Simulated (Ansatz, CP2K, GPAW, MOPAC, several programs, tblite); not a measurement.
**ZrS2 from cheap methods to r2SCAN**

Aim: run ZrS2 through methods of unlike cost and see what each gets, and at what price.

Computed with MOPAC, tblite, CP2K, GPAW, Ansatz (versions at each run) (no spin polarisation, static lattice; gaps from single points on the cell relaxed beforehand with r²SCAN+rVV10, unless a step's input says otherwise).

## 1. The structure to begin with

The structure is trigonal, space group P-3m1 (No. 164). The conventional cell has a = 3.674 Å, b = 3.674 Å, c = 5.857 Å, α = 90.00°, β = 90.00°, γ = 120.00°. Zr (site symmetry -3m) has 6 S at 2.57 Å as nearest neighbours. S (site symmetry 3m) is surrounded by 3 Zr at 2.57 Å.

As a file:

```cif
data_structure
_symmetry_space_group_name_H-M 'P 1'
_symmetry_Int_Tables_number 1
_cell_length_a 3.6744
_cell_length_b 3.6744
_cell_length_c 5.8569
_cell_angle_alpha 90.000
_cell_angle_beta 90.000
_cell_angle_gamma 120.000
_cell_volume 68.48
loop_
_atom_site_label
_atom_site_type_symbol
_atom_site_fract_x
_atom_site_fract_y
_atom_site_fract_z
_atom_site_occupancy
Zr1 Zr 0.00000 0.00000 0.00000 1
S1 S 0.33333 0.66667 0.24623 1
S2 S 0.66667 0.33333 0.75377 1
```

The structure type (1T (CdI2) bulk) is imposed and need not be the compound's stable one.

**Question.** The methods are PM7, GFN1-xTB (tblite), GFN2-xTB (tblite), PBE/DZVP, PBE/single-zeta, PBE/SZV, coarse PBE, GLLB-SC, PBE, r2SCAN. What gap does r2SCAN give on this cell, and which other methods (full PBE left aside) come nearest to r2SCAN and farthest in gap?

| quantity | value |
| --- | --- |
| r2SCAN | gap 1.18 eV |
| gap: nearest and farthest of the other methods | coarse PBE (-0.32 eV), GLLB-SC (+0.79 eV) |

In words: For the gap, of the 7 methods compared (full PBE left aside), coarse PBE comes nearest to r2SCAN and GLLB-SC is farthest. A minimal basis or a coarse cutoff and mesh shifts results by its own error, so closeness to r2SCAN can be chance. Cluster runs see only the k-points that fold onto the zone centre, so their gaps can miss the band edges. GLLB-SC is compared with its derivative discontinuity added. PM7 ended in an unphysical state and is left out of the comparison. No r2SCAN modulus is at hand, so moduli aren't ranked. CPU times run from 1.6 s (coarse PBE) to 73 s (PM7). On this cell PM7, PBE/DZVP, PBE/single-zeta, GLLB-SC cost more than r2SCAN itself (21 s), so they are no saving here. A cluster method computes far more atoms than the primitive cell, so on a small crystal it can cost more than plane waves. r2SCAN is a yardstick, not the truth: it usually gives gaps below the measured ones. A measured gap of ZrS2 is 1.68 eV (indirect; quoted in “Stress-Tuned Optical Transitions in Layered 1T-MX2 (M= Hf, Zr, Sn; X= S, Se) Crystals”, 2022, arxiv:2210.12074); the calculated 1.18 eV misses it by -0.50 eV. That value is r2SCAN's. Of all methods here GLLB-SC lies nearest to the measured gap (1.97 eV).
